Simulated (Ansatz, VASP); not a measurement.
## One calculation of H, two programs

Contents of INCAR:

```
PREC     = Accurate       # precision mode
ENCUT    = 520            # plane-wave cutoff, eV
EDIFF    = 1E-7           # SCF threshold, eV
ISMEAR   = -1             # smearing method
SIGMA    = 0.05           # smearing width, eV
LREAL    = False          # projectors in reciprocal space
LASPH    = True           # aspherical terms in the spheres
NELM     = 60             # most SCF steps
ALGO     = Normal         # electronic algorithm
ISIF     = 2              # what is computed and relaxed
LWAVE    = False          # write WAVECAR
LCHARG   = False          # write CHGCAR
GGA      = PE             # functional
NBANDS   = 6              # bands
```

The input KPOINTS:

```
regular mesh
0
Gamma
  10 10 26
```

The input POSCAR:

```
H
1.0
    2.6463900000      0.0164100000      0.0086270000
    0.0164100000      2.6746990000      0.0221490000
    0.0031920000      0.0081960000      0.9726140000
H
1
Direct
    0.0059360000      0.0088690000      0.4771150000
```

Contents of input.yaml:

```yaml
crystal:
  lattice:
    - [2.64639, 0.01641, 0.008627]
    - [0.01641, 2.674699, 0.022149]
    - [0.003192, 0.008196, 0.972614]
  atoms:
    - { symbol: H, position: [0.005936, 0.008869, 0.477115] }
hamiltonian:
  xc: pbe
  pseudopotentials: { kind: paw }
kpoints:
  mp_grid: { grid: [10, 10, 26] }
scf:
  occupations: { method: fermi_dirac, width: 0.05 }
output:
  forces: true
  stress: true
  eigenvalues: true
  write_density: true
  write_potential: true
  elf: true
  volumetric_format: npy
```

Change from the starting cell: cell strained at random at fixed volume.

Alike in both runs: task single point; functional PBE; k mesh 10 × 10 × 26; occupations fermi-dirac, width 0.05 eV; no spin polarisation.

```csv
,VASP,Ansatz
version,VASP 6.6.1,Ansatz 0.2.0
potentials or method,"VASP PAW PBE potentials, release 64 (H)",Ansatz PAW
plane-wave cutoff (eV),520,420
valence electrons in the cell,1,1
```

|  | VASP | Ansatz | Ansatz less VASP |
| --- | --- | --- | --- |
| gap on the k mesh at the Fermi level (eV) | none | none | - |
| pressure (GPa) | 2.4 | 2.7 | +0.28 |
| largest component of the traceless stress (GPa) | 0.39 | 0.38 | -0.006 |

A gap of «none» marks a metal or a gap that the smearing closes.
